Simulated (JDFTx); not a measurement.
## KF (Carobbiite) under changes of volume

One of the cells (19.074 Å³/atom); the others are scaled copies at fixed shape and fractional positions:

```
CELL_PARAMETERS angstrom
0.00000 2.67185 2.67185
2.67185 0.00000 2.67185
2.67185 2.67185 0.00000
ATOMIC_POSITIONS crystal
K 0.00000 0.00000 0.00000
F 0.50000 0.50000 0.50000
```

```yaml
Program: JDFTx 1.7.0 (patched build)
Functional: PBEsol
Potentials_or_basis: PseudoDojo-SR-PBEsol-0.4.1-standard with smoothed tails
Cutoff: 1143 eV
Density_cutoff: 9143 eV
k_mesh: 9 × 9 × 9
Occupations: fermi-dirac, width 0.05 eV
Spin: no spin polarisation
```

| volume (Å³/atom) | energy over the lowest point (meV/atom) | pressure (GPa) | gap on the mesh (eV) |
| --- | --- | --- | --- |
| 17.929 | 2.97 | 1.4 | 6.38 |
| 18.311 | 0.58 | 0.6 | 6.27 |
| 18.692 | 0.00 | -0.1 | 6.16 |
| 19.074 | 1.01 | -0.7 | 6.06 |
| 19.455 | 3.43 | -1.3 | 5.96 |
| 19.837 | ? | ? | ? |
| 20.218 | 11.87 | -2.2 | 5.78 |

**Question.** What does the run at 19.837 Å³/atom give?

**Answer.** Energy over the lowest point 7.10 meV/atom; pressure -1.8 GPa; gap on the mesh 5.87 eV.

Worked out: A Birch-Murnaghan fit of order 3 (a polynomial in V^(-2/3)) to the other rows has its minimum at 18.63 Å³/atom with B0 = V·E''(V) = 33 GPa and B' = 5.0. It gives 7.10 meV/atom at 19.837 Å³/atom, against the run's 7.10, and -dE/dV = -1.8 GPa, against -1.8. A straight line through the other rows of the gap, of slope -5 eV per unit of ln V (its deformation potential), gives 5.87 eV, against the run's 5.87.

Energies are extrapolated to zero smearing.

Caveats: an odd mesh through Γ misses points on the zone boundary, where band edges often lie.
